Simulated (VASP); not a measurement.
These are PBE GGA, VASP's PBE PAW potentials (set 64) (plane waves; VASP 6.6.1) values and carry that method's errors.

A VASP calculation is set up with these files.

**INCAR**
```
SYSTEM = Li2O
PREC = Accurate
ENCUT = 620
EDIFF = 1E-6
NELM = 100
ALGO = Normal
LREAL = .FALSE.
LASPH = .TRUE.
ISMEAR = 0
SIGMA = 0.05
GGA = PE
LWAVE = .FALSE.
LCHARG = .FALSE.
IBRION = 2
ISIF = 3
NSW = 40
EDIFFG = -0.02
PSTRESS = 100
```

**KPOINTS**
```
Automatic mesh
0
Gamma
8 8 8
0 0 0
```

**POSCAR**
```
Li2O
1
    0.0000000000     2.2675393925     2.2675393925
    2.2675393925     0.0000000000     2.2675393925
    2.2675393925     2.2675393925     0.0000000000
Li O
2 1
Direct
  0.2500000000   0.2500000000   0.2500000000
  0.7500000000   0.7500000000   0.7500000000
  0.0000000000   0.0000000000   0.0000000000
```

POTCAR, in this order: Li_sv O (PBE.64 set). Program: vasp_std.

The resulting files:

File OSZICAR:
```
       N       E                     dE             d eps       ncg     rms          rms(c)
DAV:   1     0.466801521063E+02    0.46680E+02   -0.68966E+03   580   0.146E+03
DAV:   2    -0.108050819774E+02   -0.57485E+02   -0.55113E+02   664   0.257E+02
DAV:   3    -0.160545947523E+02   -0.52495E+01   -0.52295E+01  1056   0.652E+01
DAV:   4    -0.161148782973E+02   -0.60284E-01   -0.60265E-01   780   0.783E+00
DAV:   5    -0.161151714266E+02   -0.29313E-03   -0.29309E-03   838   0.445E-01    0.753E+00
DAV:   6    -0.143498989765E+02    0.17653E+01   -0.94230E+00   580   0.200E+01    0.278E+00
DAV:   7    -0.143253334129E+02    0.24566E-01   -0.20118E-01   666   0.402E+00    0.149E+00
DAV:   8    -0.143263569205E+02   -0.10235E-02   -0.58163E-02   692   0.305E+00    0.355E-01
DAV:   9    -0.143252397455E+02    0.11172E-02   -0.76149E-03   732   0.815E-01    0.107E-01
DAV:  10    -0.143256817998E+02   -0.44205E-03   -0.95641E-04   626   0.268E-01    0.466E-02
DAV:  11    -0.143256676246E+02    0.14175E-04   -0.39963E-05   808   0.828E-02    0.103E-02
DAV:  12    -0.143256691387E+02   -0.15141E-05   -0.45776E-06   714   0.226E-02    0.208E-03
DAV:  13    -0.143256692920E+02   -0.15332E-06   -0.60322E-07   594   0.850E-03
   1 F= -.12870264E+02 E0= -.12870264E+02  d E =-.128703E+02
       N       E                     dE             d eps       ncg     rms          rms(c)
DAV:   1    -0.143713433508E+02   -0.45674E-01   -0.15581E+00   584   0.125E+01    0.222E+00
DAV:   2    -0.142958098260E+02    0.75534E-01   -0.47495E-01   590   0.555E+00    0.668E-01
DAV:   3    -0.142924335715E+02    0.33763E-02   -0.10330E-02   650   0.104E+00    0.401E-01
DAV:   4    -0.142910905129E+02    0.13431E-02   -0.28073E-03  1008   0.458E-01    0.492E-02
DAV:   5    -0.142910688647E+02    0.21648E-04   -0.17424E-04   650   0.151E-01    0.132E-02
DAV:   6    -0.142910688222E+02    0.42466E-07   -0.18414E-05   908   0.438E-02    0.489E-03
DAV:   7    -0.142910686590E+02    0.16320E-06   -0.42590E-07   386   0.940E-03
   2 F= -.12886413E+02 E0= -.12886413E+02  d E =-.161488E-01
       N       E                     dE             d eps       ncg     rms          rms(c)
DAV:   1    -0.142842638349E+02    0.68050E-02   -0.13016E-01   580   0.358E+00    0.641E-01
DAV:   2    -0.142779784649E+02    0.62854E-02   -0.39264E-02   594   0.160E+00    0.191E-01
DAV:   3    -0.142777090702E+02    0.26939E-03   -0.81428E-04   672   0.298E-01    0.115E-01
DAV:   4    -0.142775954132E+02    0.11366E-03   -0.23056E-04  1014   0.131E-01    0.140E-02
DAV:   5    -0.142775936942E+02    0.17191E-05   -0.13748E-05   642   0.424E-02    0.360E-03
DAV:   6    -0.142775930464E+02    0.64773E-06   -0.10256E-06   410   0.124E-02
   3 F= -.12887350E+02 E0= -.12887350E+02  d E =-.170856E-01
```

### OUTCAR
```
------------------------ aborting loop because EDIFF is reached ----------------------------------------
  FORCE on cell =-STRESS in cart. coord.  units (eV):
  Direction    XX          YY          ZZ          XY          YZ          ZX
  --------------------------------------------------------------------------------------
  Total        1.3831863      1.3831863      1.3831863     -0.0000000      0.0000000      0.0000000
  in kB       99.4923843     99.4923843     99.4923843     -0.0000000      0.0000000      0.0000000
  external PRESSURE =      -0.5076157 kB  Pullay stress =     100.0000000 kB
  volume of cell :       22.27
      direct lattice vectors                 reciprocal lattice vectors
     0.000000000  2.233180389  2.233180389    -0.223895930  0.223895930  0.223895930
     2.233180389 -0.000000000  2.233180389     0.223895930 -0.223895930  0.223895930
     2.233180389  2.233180389 -0.000000000     0.223895930  0.223895930 -0.223895930
 POSITION                                       TOTAL-FORCE (eV/Angst)
 -----------------------------------------------------------------------------------
      1.11659      1.11659      1.11659        -0.000000     -0.000000      0.000000
      3.34977      3.34977      3.34977         0.000000      0.000000     -0.000000
      0.00000      0.00000      0.00000         0.000000     -0.000000     -0.000000
 -----------------------------------------------------------------------------------
    total drift:                                0.000000      0.000000      0.000000
  FREE ENERGIE OF THE ION-ELECTRON SYSTEM (eV)
  ---------------------------------------------------
  free  energy   TOTEN  =       -14.2775930464 eV

  energy  without entropy=      -14.2775930464  energy(sigma->0) =      -14.27759305
  enthalpy is  TOTEN    =       -12.8873496864 eV   P V=        1.3902433601

 reached required accuracy - stopping structural energy minimisation
```
(Selected blocks of OUTCAR.)

CONTCAR:
```
Li2O
   1.00000000000000
     0.0000000000000000    2.2331803892259594    2.2331803892259598
     2.2331803892259594   -0.0000000000000000    2.2331803892259598
     2.2331803892259594    2.2331803892259594   -0.0000000000000000
  Li              O
     2     1
Direct
     0.2500000000000000    0.2500000000000000    0.2500000000000000
     0.7500000000000000    0.7500000000000000    0.7500000000000000
     0.0000000000000000    0.0000000000000000    0.0000000000000000
```

Energy and stress use the plane-wave basis of the starting cell.

The compound is Li2O in the antifluorite structure. This run relaxes it under an external pressure of 10 GPa. Symmetry was kept, so distortions that lower it aren't found.
